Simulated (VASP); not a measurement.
# Settings for MgO: self-consistent run

MgO, Fm-3m (no. 225), 2 atoms in the cell. R2SCAN; PAW potentials Mg, O (PBE set). VASP 6.6.1.

Wanted: energy within 0.2 meV/atom; levels at the zone centre within 0.003 eV.

What the run is for: comparing ways to start; Accuracy asked: tight.

Levels at the zone centre: counted from the valence top at that point.

POSCAR:
```
MgO
1.0
    0.0000000000      2.0970013927      2.0970013927
    2.0970013927      0.0000000000      2.0970013927
    2.0970013927      2.0970013927      0.0000000000
Mg O
1 1
Direct
    0.0000000000      0.0000000000      0.0000000000
    0.5000000000      0.5000000000      0.5000000000
```

## How the run starts (with a second run first, the time holds both)

| How the run starts (with a second run first, the time holds both) | Energy less reference (meV/atom) | Levels at the zone centre, largest deviation (eV) | Time (s) |
|---|---|---|---|
| from scratch: 18 SCF iterations | 0.00 | 0.0000 | 21 |
| PBE orbitals (WAVECAR): 11 + 9 SCF iterations | 0.00 | 0.0000 | 17 |
| PBE density (CHGCAR): 11 + 18 SCF iterations | 0.00 | 0.0000 | 24 |
| loose PBE orbitals: 9 + 9 SCF iterations | 0.00 | 0.0000 | 16 |

Chosen: loose PBE orbitals: 9 + 9 SCF iterations; it saves 4.7 s of 21, so from scratch: 18 SCF iterations would do nearly as well.

## All choices together

| Input | Energy less reference (meV/atom) | Levels at the zone centre, largest deviation (eV) | Time (s) |
|---|---|---|---|
| chosen settings | 0.00 | 0.0000 | 16 |
| reference settings throughout | 0.00 | 0.0000 | 21 |

The tolerance is met.

Values of the reference run: Levels at the zone centre: 0, 0, 5.738 eV from the valence top at Gamma.

## The input

INCAR.step1:
```
ALGO     = Normal         # electronic algorithm
EDIFF    = 0.001          # SCF threshold, eV
EFERMI   = MIDGAP       
ENCUT    = 580            # plane-wave cutoff, eV
GGA      = PE             # functional
GGA_COMPAT= F            
ISIF     = 2              # what is computed and relaxed
ISMEAR   = 0              # smearing method
LASPH    = T              # aspherical terms in the spheres
LCHARG   = T              # write CHGCAR
LREAL    = F              # projectors in reciprocal space
LWAVE    = T              # write WAVECAR
NELM     = 120            # most SCF steps
PREC     = Accurate       # precision mode
SIGMA    = 0.03           # smearing width, eV
```

INCAR.step2, as INCAR.step1 but for:
```
- EDIFF = 0.001
- GGA = PE
- LCHARG = T
- LWAVE = T
+ EDIFF = 1E-6
+ ISTART = 1
+ LCHARG = F
+ LMIXTAU = T
+ LWAVE = F
+ METAGGA = R2SCAN
```

KPOINTS:
```
k-points
0
Gamma
  10 10 10
```

Commands (each step's output is kept before the next begins):
```
cat potpaw_PBE.64/Mg/POTCAR potpaw_PBE.64/O/POTCAR > POTCAR
cp INCAR.step1 INCAR
mpirun -np 1 vasp_std > vasp.out
cp INCAR.step2 INCAR
mpirun -np 1 vasp_std > vasp.out
```

The chosen input took VASP 6.6.1 16 s on 1 core (Intel Xeon Platinum 8488C (Sapphire Rapids)), a shared host.
